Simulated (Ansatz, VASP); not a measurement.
This is a calculation of Nb for Ansatz 0.2.0.

Contents of input.yaml:

```yaml
crystal:
  lattice:
    - [-1.6299823056, 1.6299823056, 1.6299823056]
    - [1.6299823056, -1.6299823056, 1.6299823056]
    - [1.6299823056, 1.6299823056, -1.6299823056]
  atoms:
    - { symbol: Nb, position: [0.0, 0.0, 0.0] }
kpoints:
  mp_grid: { grid: [11, 11, 11] }
scf:
  occupations: { method: fermi_dirac, width: 0.05 }
hamiltonian:
  xc: pbe
  pseudopotentials: { kind: all_electron, lapw: { basis_error: 0.0005 } }
output:
  forces: true
  stress: true
  eigenvalues: true
```

Potentials or basis: all-electron LAPW, scalar-relativistic.

Launch:

```sh
$ ansatz run input.yaml --threads 1 --pin off --max-ram 2560MiB --backend cpu --events-out ev --progress --plain --runs-dir out
```

Question: Translate it to VASP 6.6.1. Potentials there: VASP PAW PBE potentials, release 64 (Nb_sv).

Answer: As run (the cutoff follows the program's own potentials):

Contents of INCAR:

```
SYSTEM = Nb
PREC     = Accurate       ! precision mode
ENCUT    = 520            ! plane-wave cutoff, eV
EDIFF    = 1E-6           ! SCF threshold, eV
ISMEAR   = -1             ! smearing method
SIGMA    = 0.05           ! smearing width, eV
LREAL    = .False.        ! projectors in reciprocal space
LASPH    = .True.         ! aspherical terms in the spheres
NELM     = 60             ! most SCF steps
ALGO     = Normal         ! electronic algorithm
ISIF     = 2              ! what is computed and relaxed
LWAVE    = .False.        ! write WAVECAR
LCHARG   = .False.        ! write CHGCAR
GGA      = PE             ! functional
NBANDS   = 12             ! bands
```

KPOINTS

```
Automatic mesh
0
Gamma
  11 11 11
  0 0 0
```

Contents of POSCAR:

```
Nb
1.0
   -1.6299823056      1.6299823056      1.6299823056
    1.6299823056     -1.6299823056      1.6299823056
    1.6299823056      1.6299823056     -1.6299823056
Nb
1
Direct
    0.0000000000      0.0000000000      0.0000000000
```

Potentials or basis: VASP PAW PBE potentials, release 64 (Nb_sv).

The run is started by

```console
$ cat potpaw_PBE.64/Nb_sv/POTCAR > POTCAR
$ mpirun -np 1 vasp_std > vasp.out
```

Both were run:

|  | VASP | Ansatz | Ansatz less VASP |
| --- | --- | --- | --- |
| gap on the k mesh at the Fermi level (eV) | none | none | - |
| pressure (GPa) | 8.9 | 9.3 | +0.33 |

A gap of «none» marks a metal or a gap that the smearing closes. Ansatz ran all-electron here, so the differences hold the error of VASP's frozen core and of both bases.
